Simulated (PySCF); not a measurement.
Molecule: `O=C1C=CC(=O)O1`, C₄H₂O₃.

Cartesian coordinates in Å; atom numbers follow the order of the lines, from 1:
```xyz
9

O    -2.2103   -1.0881   -0.2163
C    -1.1119   -0.6379   -0.2804
C    -0.6755    0.7688   -0.5153
C     0.6536    0.7918   -0.5055
C     1.1350   -0.5991   -0.2622
O     2.2470   -1.0109   -0.1784
O     0.0239   -1.3946   -0.1389
H    -1.3813    1.5644   -0.6580
H     1.3331    1.6115   -0.6390
```

Frames of a GFN2-xTB Langevin trajectory at 200 K; GIAO PBE0/pcSseg-1 shieldings in PySCF, gas phase, non-relativistic; equivalent atoms averaged within each frame.

Referencing at the same level of theory: 17O (σ = 336.08 ppm) against H2O; TMS for 13C (σ = 186.93 ppm) and 1H (σ = 31.72 ppm). The references are static minima.

**Question.** How do the shifts (ppm) fluctuate along the trajectory?

**Answer.** 
```tsv
time (fs)	O1/O6	O7	C2/C5	C3/C4	H8/H9
optimised geometry	507.1	304.8	170.9	144.0	6.93
250	541.7	310.9	177.3	141.1	6.85
425	496.8	316.2	167.8	148.2	7.34
625	509.9	300.2	171.8	140.8	6.71
800	499.3	305.8	171.5	140.8	6.77
1000	487.4	293.4	167.9	146.8	7.06
mean of frames	507.0	305.3	171.3	143.5	6.95
standard deviation	21.0	8.9	3.9	3.6	0.26
```

5 frames give an uncertainty of the mean of about the standard deviation over 2.2 at best, since frames this close in time may not be independent; classical motion lacks zero-point vibration, and the reference would need the same averaging.
